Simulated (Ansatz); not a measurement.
Pt: strain energy, fitted

Pt, Fm-3m, a = 3.918 Å. Ansatz: PBEsol, PAW, 420 eV, Γ-centred 18×18×14 mesh on 2 atoms, Gaussian smearing 0.10 eV; no spin polarisation. Series: biaxial strain in the a-b plane, c and atoms relaxed; x is the strain in per cent. The axes a, b, c are those of the computed cell (2.770, 2.770, 3.918 Å), along [1 1 0], [-1 1 0], [0 0 1] of the cell named above. y is the free energy over the unstrained cell, V0 = 15.037 Å³/atom.

| x (%) | y (meV/atom) |
| --- | --- |
| -3.0 | 26.40 |
| -2.0 | 10.95 |
| -1.0 | 2.55 |
| 0.0 | 0.00 |
| 1.0 | 2.03 |
| 2.0 | ? |
| 3.0 | 16.45 |

Question: Fit y = c2 x² + c3 x³ to the other rows, turn c2 into a modulus, and predict the missing energy.

Answer: Least squares on the rows shown. y = 2.3785 x² − 0.18416 x³. In eV per unit strain² c2 is 23.78; M is the biaxial modulus (E = M V0 ε²): 23.78 × 160.2 / (15.037) = 253 GPa. At x = 2.0 the fit asked for gives 8.04 meV/atom. The run gave 7.83 meV/atom, so the fit is 0.21 meV/atom too high, 0.8 % of the span of the series, against an rms of 0.08 meV/atom on the fitted rows. With a term in x⁴ added, a fit to the same known rows predicts 7.95 meV/atom, which recovers part of the miss; the known rows don't hold the rest.

Spin–orbit coupling is left out, which can shift energies with elements as heavy as these.